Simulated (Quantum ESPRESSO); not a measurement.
## CdSe under changes of volume

One of the cells (28.942 Å³/atom); the others are scaled copies at fixed shape and fractional positions:

```
Cd Se
1.0
     0.00000    3.07027    3.07027
     3.07027    0.00000    3.07027
     3.07027    3.07027    0.00000
Cd Se
1 1
Cartesian
  0.0000 0.0000 0.0000
  1.5351 1.5351 1.5351
```

Measurements of this composition are mostly on another form, of space group No. 186.

- Program: Quantum ESPRESSO 7.5
- Functional: r2SCAN
- Potentials or basis: SG15 PBE 1.2
- Cutoff: 952 eV
- Density cutoff: 3810 eV
- k mesh: 6 × 6 × 6
- Occupations: fermi-dirac, width 0.05 eV
- Spin: no spin polarisation

```csv
volume (Å³/atom),energy over the lowest point (meV/atom),pressure (GPa),gap on the mesh (eV)
27.206,18.24,3.6,0.97
27.784,7.68,2.2,0.93
28.363,1.77,1.0,0.88
28.942,0.00,0.0,0.84
29.521,1.93,-1.0,0.79
30.100,?,?,?
30.679,15.37,-2.7,0.71
```

Question: What does the run at 30.100 Å³/atom give?

Answer: Energy over the lowest point 7.17 meV/atom; pressure -1.9 GPa; gap on the mesh 0.75 eV.

Worked out: A Birch-Murnaghan fit of order 3 (a polynomial in V^(-2/3)) to the other rows has its minimum at 28.92 Å³/atom with B0 = V·E''(V) = 51 GPa and B' = 4.7. It gives 7.18 meV/atom at 30.100 Å³/atom, against the run's 7.17, and -dE/dV = -1.9 GPa, against -1.9. A straight line through the other rows of the gap, of slope -2.19 eV per unit of ln V (its deformation potential), gives 0.75 eV, against the run's 0.75.

Energies are extrapolated to zero smearing.

Caveats: the potentials were made for another functional, which shifts forces and pressure.

Spin-orbit coupling on Cd, Se is left out.
